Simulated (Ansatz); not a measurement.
# Cu under changes of volume

One of the cells (11.810 Å³/atom); the others are scaled copies at fixed shape and fractional positions:

```
Cu
1.0
     0.00000    1.80750    1.80750
     1.80750    0.00000    1.80750
     1.80750    1.80750    0.00000
Cu
1
Direct
  0.00000 0.00000 0.00000
```

```yaml
Program: Ansatz 0.2.0
Functional: BLYP
Dispersion: D4
Potentials_or_basis: Ansatz PAW
Cutoff: "420 eV (not typed: the program's choice for these potentials)"
k_mesh: 13 × 13 × 13
Occupations: fermi-dirac, width 0.05 eV
Spin: no spin polarisation
```

```tsv
volume (Å³/atom)	energy over the lowest point (meV/atom)	pressure (GPa)
11.102	4.72	5.1
11.338	0.00	1.4
11.574	0.44	-1.9
11.810	5.46	-4.8
12.047	?	?
12.283	27.07	-9.6
12.519	42.77	-11.6
```

**Question.** What does the run at 12.047 Å³/atom give?

**Answer.** Energy over the lowest point 14.49 meV/atom; pressure -7.4 GPa.

Worked out: A Birch-Murnaghan fit of order 3 (a polynomial in V^(-2/3)) to the other rows has its minimum at 11.43 Å³/atom with B0 = V·E''(V) = 161 GPa and B' = 5.1. It gives 14.51 meV/atom at 12.047 Å³/atom, against the run's 14.49, and -dE/dV = -7.4 GPa, against -7.4.

Energies are extrapolated to zero smearing.

Caveats: pairwise dispersion overbinds metals, which lowers pressure and volume; the PAW data sets come from PBE, with cores solved anew for the run's functional, which leaves a small shift of forces and pressure.
